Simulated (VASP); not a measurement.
Mg, 1 atom in the cell. It takes space group Fm-3m (No. 225, cubic). The conventional cell has a = 4.703 Å, b = 4.703 Å, c = 4.703 Å, α = 90.00°, β = 90.00°, γ = 90.00°. Around Mg (site symmetry m-3m) lie 12 Mg at 3.33 Å. This isn't the form of Mg at room conditions, which is hcp. The cell isn't the ideal one: volume scaled by 1.15.

| Property | Result |
| --- | --- |
| Program | VASP 6.6.1 |
| Task | relaxation of cell and atoms |
| Functional | vdW-DF-cx |
| Potentials or basis | VASP PAW PBE potentials, release 64 (Mg) |
| Cutoff | 580 eV |
| k mesh | 10 × 10 × 10 |
| Occupations | methfessel-paxton, width 0.2 eV |
| Spin | no spin polarisation |
| Optimiser | BFGS |
| Further INCAR settings | ALGO = Normal; EDIFF = 1.00e-06 |

Potentials or basis: VASP PAW PBE potentials, release 64 (Mg).

Run with:

```bash
$ python run.py
```

Hardware: 1 thread of Intel(R) Xeon(R) 6975P-C (Granite Rapids), with other jobs on the host.

Question: Estimate the wall time of this run.

Answer: Run time: 82 s on 1 thread of Intel(R) Xeon(R) 6975P-C (Granite Rapids), with other jobs on the host, peak memory 0.31 GiB. Counts: scf iterations 10, k points 47, ion steps 5.
